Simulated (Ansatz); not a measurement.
**MgS (Niningerite) under changes of volume**

One of the cells (17.609 Å³/atom); the others are scaled copies at fixed shape and fractional positions:

```
S Mg
1.0
     0.00000    2.60165    2.60165
     2.60165    0.00000    2.60165
     2.60165    2.60165    0.00000
S Mg
1 1
Direct
  0.50000 0.50000 0.50000
  0.00000 0.00000 0.00000
```

* Program: Ansatz 0.2.0
* Functional: PBE
* Potentials or basis: Ansatz PAW
* Cutoff: 420 eV (not typed: the program's choice for these potentials)
* k mesh: 9 × 9 × 9
* Occupations: fermi-dirac, width 0.05 eV
* Spin: no spin polarisation

```tsv
volume (Å³/atom)	energy over the lowest point (meV/atom)	pressure (GPa)	gap on the mesh (eV)
16.553	?	?	?
16.905	13.39	4.6	3.01
17.257	5.22	2.8	2.96
17.609	0.88	1.2	2.92
17.962	0.00	-0.3	2.88
18.314	2.25	-1.7	2.83
18.666	7.34	-2.9	2.79
```

What does the run at 16.553 Å³/atom give?

Energy over the lowest point 25.80 meV/atom; pressure 6.7 GPa; gap on the mesh 3.05 eV.

Worked out: A Birch-Murnaghan fit of order 3 (a polynomial in V^(-2/3)) to the other rows has its minimum at 17.88 Å³/atom with B0 = V·E''(V) = 74 GPa and B' = 4.1. It gives 25.79 meV/atom at 16.553 Å³/atom, against the run's 25.80, and -dE/dV = 6.7 GPa, against 6.7. A straight line through the other rows of the gap, of slope -2.21 eV per unit of ln V, extrapolates to 3.06 eV, against the run's 3.05.

Energies are extrapolated to zero smearing.

Caveats: odd divisions of the mesh miss points on the zone boundary, where band edges often lie, so the gap on the mesh can be too wide.

A mesh can miss the band edges.
